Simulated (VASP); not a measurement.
# LiH in VASP: one cell, several levels of theory, part 2 of 2

VASP 6.6.1, plane waves, PAW.

## 3. r2SCAN

INCAR

```
ENCUT = 520.000000
SIGMA = 0.010000
EDIFF = 1.00e-07
ALGO = Normal
METAGGA = R2SCAN
PREC = Accurate
IBRION = -1
ISIF = 2
ISMEAR = 0
NBANDS = 9
NELM = 120
NSW = 0
LASPH = .TRUE.
LCHARG = .FALSE.
LWAVE = .FALSE.
LREAL = .FALSE.
```

KPOINTS

```
KPOINTS created by Atomic Simulation Environment
0
Gamma
10 10 10
0 0 0
```

KPOINTS_OPT

```
special points
8
Reciprocal
0.0000000000 0.0000000000 0.0000000000 1
0.5000000000 0.0000000000 0.5000000000 1
0.6250000000 0.2500000000 0.6250000000 1
0.3750000000 0.3750000000 0.7500000000 1
0.5000000000 0.5000000000 0.5000000000 1
0.5000000000 0.2500000000 0.7500000000 1
0.5000000000 0.5000000000 0.0000000000 1
0.0000000000 0.5000000000 0.5000000000 1
```

POSCAR

```
Li H
 1.0000000000000000
     0.0000000000000000    2.0230247895000000    1.9965451168999999
     2.0230247895000000    0.0000000000000000    1.9965451168999999
     2.0230247895000000    2.0230247895000000    0.0000000000000000
 Li  H
   1   1
Cartesian
  0.0000000000000000  0.0000000000000000  0.0000000000000000
  2.0230247895000000  2.0230247895000000  1.9965451168999999
```

Launch:

```bash
$ mpirun -np 1 vasp_std
```

Printed to the terminal (iteration lines stand in OSZICAR):

```text
POSCAR found type information on POSCAR LiH
 POSCAR found :  2 types and       2 ions
 -----------------------------------------------------------------------------
|                                                                             |
|                                                                             |
|     You enforced a specific xc type in the INCAR file but a different       |
|     I HOPE YOU KNOW WHAT YOU ARE DOING!                                     |
|                                                                             |
 -----------------------------------------------------------------------------

 LDA part: xc-table for (None), standard interpolation
 POSCAR, INCAR and KPOINTS ok, starting setup
 FFT: planning ... GRIDC
 FFT: planning ... GRID_SOFT
 FFT: planning ... GRID
 WAVECAR not read
 entering main loop
 Start KPOINTS_OPT (optional k-point list driver)
k-point batch [1-8\8]
```

OSZICAR:

```text
N       E                     dE             d eps       ncg     rms          rms(c)
DAV:   1    -0.216936929462E+01   -0.21694E+01   -0.14872E+03  1852   0.410E+02
DAV:   2    -0.732872016167E+01   -0.51594E+01   -0.51253E+01  2648   0.597E+01
DAV:   3    -0.740579347450E+01   -0.77073E-01   -0.77031E-01  2284   0.598E+00
DAV:   4    -0.740609481654E+01   -0.30134E-03   -0.30132E-03  2634   0.340E-01
DAV:   5    -0.740609536060E+01   -0.54406E-06   -0.54407E-06  2360   0.131E-02    0.273E+00
DAV:   6    -0.687972343642E+01    0.52637E+00   -0.16906E-01  2302   0.265E+00    0.161E+00
DAV:   7    -0.681556667333E+01    0.64157E-01   -0.19890E-01  1877   0.205E+00    0.293E-01
DAV:   8    -0.681598448842E+01   -0.41782E-03   -0.68122E-03  2110   0.571E-01    0.122E-01
DAV:   9    -0.681648433258E+01   -0.49984E-03   -0.10497E-03  2211   0.237E-01    0.223E-02
DAV:  10    -0.681648681663E+01   -0.24841E-05   -0.45710E-05  2103   0.522E-02    0.295E-03
DAV:  11    -0.681648804762E+01   -0.12310E-05   -0.15851E-06  2569   0.120E-02    0.523E-04
DAV:  12    -0.681648797677E+01    0.70852E-07   -0.58426E-08  2343   0.172E-03
   1 F= -.68164880E+01 E0= -.68164880E+01  d E =-.806039-155
       N       E                     dE             ncg
DAV:   1    -0.799768430090E+02   -0.21303E+04      144
DAV:   2    -0.115883741948E+03   -0.35907E+02      197
DAV:   3    -0.116475755228E+03   -0.59201E+00      200
DAV:   4    -0.116477036783E+03   -0.12816E-02      206
DAV:   5    -0.116477039078E+03   -0.22949E-05      214
DAV:   6    -0.116477039096E+03   -0.18960E-07      181
```

Parts of OUTCAR:

```text
k-points           NKPTS =    102   k-points in BZ     NKDIM =    102   number of bands    NBANDS=      9

   NELECT =       4.0000    total number of electrons

   dimension x,y,z NGX =    24 NGY =   24 NGZ =   24
   dimension x,y,z NGXF=    48 NGYF=   48 NGZF=   48

  energy-cutoff  :      520.00
  volume of cell :       16.34
      direct lattice vectors                 reciprocal lattice vectors
     0.000000000  2.023024789  1.996545117    -0.247154658  0.247154658  0.250432608
     2.023024789  0.000000000  1.996545117     0.247154658 -0.247154658  0.250432608
     2.023024789  2.023024789  0.000000000     0.247154658  0.247154658 -0.250432608

 k-points in reciprocal lattice and weights: KPOINTS created by Atomic Simulation Env
   0.00000000  0.00000000  0.00000000       0.001
   0.10000000  0.00000000  0.00000000       0.008
   0.20000000  0.00000000  0.00000000       0.008
   0.30000000 -0.00000000  0.00000000       0.008
   0.40000000 -0.00000000  0.00000000       0.008
   0.50000000  0.00000000  0.00000000       0.004
   0.10000000  0.10000000  0.00000000       0.002
   0.20000000  0.10000000  0.00000000       0.008
[... 94 more k-points ...]

 E-fermi :  -0.0044

 k-point     1 :       0.0000    0.0000    0.0000
  band No.  band energies     occupation
      1     -45.9989      2.00000
      2      -5.6463      2.00000
      3      17.1667      0.00000
      4      18.8923      0.00000
      5      19.0174      0.00000
      6      19.0179      0.00000
      7      23.3611      0.00000
      8      23.3612      0.00000
      9      23.4371      0.00000

 k-point     2 :       0.1000    0.0000    0.0000
  band No.  band energies     occupation
      1     -45.9948      2.00000
      2      -5.4669      2.00000
      3      15.4518      0.00000
      4      17.9565      0.00000
      5      18.5227      0.00000
      6      18.5453      0.00000
      7      23.1543      0.00000
      8      24.3498      0.00000
      9      24.3546      0.00000

 k-point     3 :       0.2000    0.0000    0.0000
  band No.  band energies     occupation
      1     -45.9843      2.00000
      2      -4.9445      2.00000
      3      11.9821      0.00000
      4      16.6237      0.00000
      5      17.8279      0.00000
      6      17.8986      0.00000
      7      23.8921      0.00000
      8      24.1268      0.00000
      9      24.4282      0.00000

 k-point     4 :       0.3000   -0.0000    0.0000
  band No.  band energies     occupation
      1     -45.9711      2.00000
      2      -4.1441      2.00000
      3       8.7269      0.00000
      4      15.5132      0.00000
      5      17.4298      0.00000
      6      17.5861      0.00000
      7      21.6373      0.00000
      8      22.0625      0.00000
      9      25.8635      0.00000

 k-point     5 :       0.4000   -0.0000    0.0000
  band No.  band energies     occupation
      1     -45.9605      2.00000
      2      -3.2774      2.00000
      3       6.3234      0.00000
      4      14.7890      0.00000
      5      17.4453      0.00000
      6      17.6821      0.00000
      7      19.9766      0.00000
      8      20.3306      0.00000
      9      27.7852      0.00000

 k-point     6 :       0.5000    0.0000    0.0000
  band No.  band energies     occupation
      1     -45.9565      2.00000
      2      -2.8510      2.00000
      3       5.3764      0.00000
      4      14.5387      0.00000
      5      17.6160      0.00000
      6      17.9065      0.00000
      7      19.2531      0.00000
      8      19.5543      0.00000
      9      28.8750      0.00000

 k-point     7 :       0.1000    0.1000    0.0000
  band No.  band energies     occupation
      1     -45.9933      2.00000
      2      -5.4021      2.00000
      3      15.7051      0.00000
      4      17.1209      0.00000
      5      17.1213      0.00000
      6      20.0804      0.00000
      7      20.7274      0.00000
      8      25.9672      0.00000
      9      25.9689      0.00000

 k-point     8 :       0.2000    0.1000    0.0000
  band No.  band energies     occupation
      1     -45.9849      2.00000
      2      -4.9818      2.00000
      3      13.1163      0.00000
      4      15.7614      0.00000
      5      16.0127      0.00000
      6      19.9126      0.00000
      7      21.0867      0.00000
      8      24.2659      0.00000
      9      27.2100      0.00000

 k-point     9 :       0.3000    0.1000    0.0000
  band No.  band energies     occupation
      1     -45.9726      2.00000
      2      -4.2491      2.00000
      3       9.7664      0.00000
      4      14.5060      0.00000
      5      15.3909      0.00000
      6      19.0772      0.00000
      7      22.5046      0.00000
      8      23.4324      0.00000
      9      25.0051      0.00000

 k-point    10 :       0.4000    0.1000    0.0000
  band No.  band energies     occupation
      1     -45.9612      2.00000
      2      -3.3501      2.00000
      3       7.0295      0.00000
      4      13.5399      0.00000
      5      15.3006      0.00000
      6      18.0574      0.00000
      7      22.0835      0.00000
      8      23.0663      0.00000
      9      25.8860      0.00000

 k-point    11 :       0.5000    0.1000    0.0000
  band No.  band energies     occupation
      1     -45.9552      2.00000
      2      -2.6944      2.00000
      3       5.5224      0.00000
      4      12.9664      0.00000
      5      15.7528      0.00000
      6      17.1884      0.00000
      7      21.6679      0.00000
      8      22.3383      0.00000
      9      28.4096      0.00000

 k-point    12 :      -0.4000    0.1000    0.0000
  band No.  band energies     occupation
      1     -45.9567      2.00000
      2      -2.8583      2.00000
      3       5.8707      0.00000
      4      12.8161      0.00000
      5      16.7301      0.00000
      6      16.7334      0.00000
      7      20.8373      0.00000
      8      23.2354      0.00000
      9      28.3471      0.00000

 k-point    13 :      -0.3000    0.1000    0.0000
  band No.  band energies     occupation
      1     -45.9651      2.00000
      2      -3.6712      2.00000
      3       7.8979      0.00000
      4      13.0709      0.00000
      5      16.7947      0.00000
      6      18.1514      0.00000
      7      20.6328      0.00000
      8      24.5932      0.00000
      9      26.3190      0.00000

[... the tables of k-points 14 to 102 left out ...]

  Total       -0.1303210     -0.1303210     -0.0429082      0.0000000     -0.0000000     -0.0000000
  in kB      -12.7765503    -12.7765503     -4.2066779      0.0000000     -0.0000000     -0.0000000
  external PRESSURE =      -9.9199262 kB  Pullay stress =       0.0000000 kB

 POSITION                                       TOTAL-FORCE (eV/Angst)
 -----------------------------------------------------------------------------------
      0.00000      0.00000      0.00000         0.000000      0.000000     -0.000000
      2.02302      2.02302      1.99655         0.000000      0.000000      0.000000
 -----------------------------------------------------------------------------------
    total drift:                                0.000000     -0.000000     -0.000000

  FREE ENERGIE OF THE ION-ELECTRON SYSTEM (eV)
  ---------------------------------------------------
  free  energy   TOTEN  =        -6.8164879768 eV

  energy  without entropy=       -6.8164879768  energy(sigma->0) =       -6.81648798
```

Hardware: 1 MPI rank of Intel Xeon Platinum 8488C, shared host.

The levels at the points of KPOINTS_OPT are read from vasprun.xml.

Band energies at the special points (eV, zero at the top of v, the last band that the electrons fill by count):

| point | v−1 | v | c | c+1 |
| --- | --- | --- | --- | --- |
| Γ | -45.81 | -5.46 | 17.36 | 19.08 |
| X | -45.75 | -0.10 | 3.46 | 11.61 |
| U | -45.75 | -0.59 | 4.65 | 8.30 |
| K | -45.75 | -0.54 | 4.82 | 8.22 |
| L | -45.77 | -2.66 | 5.57 | 14.73 |
| W | -45.75 | -0.28 | 5.80 | 5.98 |

r2SCAN gives an indirect gap of 3.46 eV, from (0.50, 0.50, 0.00) to X; the least direct gap is 3.56 eV. The pressure is -0.99 GPa; the forces vanish within 0.01 eV/Å.

## 4. What came out

The summary covers parts 1 to 2.

```
 level  gap (eV)  pressure (GPa)  Ansatz: gap (eV)  Ansatz: pressure (GPa)
   PBE      2.87           -0.79              2.87                   -0.55
r2SCAN      3.46           -0.99              3.51                   -0.59
```

**Reading.** The gap runs from 2.87 eV (PBE) to 3.46 eV (r2SCAN). The two programs agree on the gap within 0.06 eV, far less than the spread between functionals. Each program uses its own PAW datasets and cutoff.
